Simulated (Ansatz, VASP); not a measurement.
Two plane-wave programs on PbS

File INCAR:

```
  PREC = Accurate
  ENCUT = 520
  EDIFF = 1E-7
  ISMEAR = 0
  SIGMA = 0.03
  LREAL = False
  LASPH = True
  NELM = 80
  ALGO = Normal
  ISIF = 2
  LWAVE = False
  LCHARG = False
  GGA = PE
  IVDW = 12
  NBANDS = 17
```

Contents of KPOINTS:

```
regular mesh
0
Gamma
  10 10 10
```

File POSCAR:

```
PbS
1.0
    0.0000000000      3.1132500000      2.9650000000
    3.1132500000      0.0000000000      2.9650000000
    3.1132500000      3.1132500000      0.0000000000
Pb S
1 1
Direct
    0.0000000000      0.0000000000      0.0000000000
    0.5000000000      0.5000000000      0.5000000000
```

Input for Ansatz:

```yaml
crystal:
  lattice:
    - [0.0, 3.11325, 2.965]
    - [3.11325, 0.0, 2.965]
    - [3.11325, 3.11325, 0.0]
  atoms:
    - { symbol: Pb, position: [0.0, 0.0, 0.0] }
    - { symbol: S, position: [0.5, 0.5, 0.5] }
basis:
  ecutwfc: 420
kpoints:
  mp_grid: { grid: [10, 10, 10] }
hamiltonian:
  xc: pbe
  dispersion: d3bj
scf:
  occupations: { method: gaussian, width: 0.03 }
output:
  forces: true
  stress: true
  eigenvalues: true
```

Change from the starting cell: strain +0.050 along x and y, +0.000 along z, atoms carried along.

Alike in both runs: task single point; functional PBE; dispersion D3(BJ); k mesh 10 × 10 × 10; occupations gaussian, width 0.03 eV; no spin polarisation.

|  | VASP | Ansatz |
| --- | --- | --- |
| version | VASP 6.6.1 | Ansatz 0.2.0 |
| potentials or method | VASP PAW PBE potentials, release 64 (Pb_d, S) | scalar-relativistic, plane waves, PAW |
| plane-wave cutoff (eV) | 520 | 420 |
| valence electrons in the cell | 20 | 20 |

|  | VASP | Ansatz | Ansatz less VASP |
| --- | --- | --- | --- |
| gap on the k mesh at the Fermi level (eV) | 0.62 | 0.61 | -0.006 |
| least direct gap on the mesh (eV) | 0.62 | 0.61 | -0.006 |
| pressure (GPa) | -3.5 | -3.4 | +0.07 |
| largest component of the traceless stress (GPa) | 2.88 | 2.87 | -0.005 |

Ansatz warned: «dispersion_switch_in_reach».

Caveats: spin-orbit coupling is left out, which as a rule narrows the gap of such compounds by several tenths of an eV. A k mesh can miss the band edges.
